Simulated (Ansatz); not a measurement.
The system is CdS (Greenockite).

```xyz
4
Lattice="4.1500 0.0000 0.0000 -2.0750 3.5940 0.0000 0.0000 0.0000 6.7370" Properties=species:S:1:pos:R:3 pbc="T T T"
Cd    2.0750    1.1980    3.3685
Cd    0.0000    2.3960    0.0000
S     2.0750    1.1980    5.8949
S     0.0000    2.3960    2.5264
```

| Item | Value |
| --- | --- |
| Program | Ansatz 0.2.0 |
| Task | single point |
| Functional | PBE |
| Potentials or basis | Ansatz PAW |
| Cutoff | 420 eV (not typed: the program's choice for these potentials) |
| k mesh | 7 × 7 × 4 |
| Occupations | fermi-dirac, width 0.05 eV |
| Spin | no spin polarisation |

On this cell: pressure 2.1 GPa; largest force 0.068 eV/Å; band gap on the k mesh 1.20 eV, direct.

The same run follows on a disturbed copy (atoms moved at random, drawn with an rms of 0.05 Å):

```
CELL_PARAMETERS angstrom
4.15000 0.00000 0.00000
-2.07500 3.59401 0.00000
0.00000 0.00000 6.73700
ATOMIC_POSITIONS crystal
Cd 0.65238 0.33483 0.49822
Cd 0.33236 0.66383 0.00239
S 0.66257 0.33254 0.87277
S 0.33939 0.67049 0.37511
```

Task: What changes?

Result: The energy moves by +5.0 meV/atom; pressure 2.2 GPa; largest force 0.407 eV/Å; band gap on the k mesh 1.19 eV, direct.

Forces in eV/Å, atoms in the order of the input:
```
Cd   0.383 -0.007  0.013
Cd  -0.075  0.034 -0.211
S    0.096 -0.029  0.152
S   -0.405  0.001  0.046
```

Stress tensor (GPa, compression positive):
```
 1.87 -0.89  0.39
-0.89  1.86  0.03
 0.39  0.03  2.76
```

Caveats: odd divisions of the mesh miss points on the zone boundary, where band edges often lie, so the gap on the mesh can be too wide.

